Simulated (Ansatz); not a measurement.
The calculation used DFT PBE, scalar-relativistic, plane waves, PAW (Ansatz). Settings: cutoff 420 eV, Γ-centred meshes spaced at most about 0.3 Å⁻¹, and about 0.25 Å⁻¹ or finer for metals (2π included), Gaussian smearing. No spin polarisation in the final relaxations.

All energies are static (0 K, no zero-point motion).

Compare these two cells of La, each relaxed at this level.

A.

```yaml
crystal:
  lattice:
    - [-3.13168, 3.13168, 3.13168]
    - [3.13168, -3.13168, 3.13168]
    - [3.13168, 3.13168, -3.13168]
  atoms:
    - { symbol: La, position: [0.00000, 0.50000, 0.50000] }
    - { symbol: La, position: [0.50000, 0.00000, 0.50000] }
    - { symbol: La, position: [0.50000, 0.50000, 0.00000] }
```

B.

```yaml
crystal:
  lattice:
    - [3.32229, 0.00000, 0.00000]
    - [0.00000, 3.32229, 0.00000]
    - [0.00000, 0.00000, 3.32229]
  atoms:
    - { symbol: La, position: [0.00000, 0.00000, 0.00000] }
```

Question: Which is lower in energy, and by how much?

Answer: B is lower, by 139 meV/atom. A has space group Im-3m (No. 229), 41.0 Å³/atom and no gap on its mesh; B has the simple cubic type, space group Pm-3m (No. 221), 36.7 Å³/atom and no gap. Counting all near atoms (those within 1.25 times the shortest distance at each site), A has La 4 and B has La 6. The denser one is the lower, and pressure would at first widen the difference. In A, around La lie 4 La at 3.13 Å and 8 La at 4.43 Å. In B, La has 6 La at 3.32 Å. Both come from invented guesses. The part of the Crystallography Open Database at hand lists La in space groups No. 194, 225; no cell shown has one of them.

Cells relaxed within their symmetry can be saddle points.
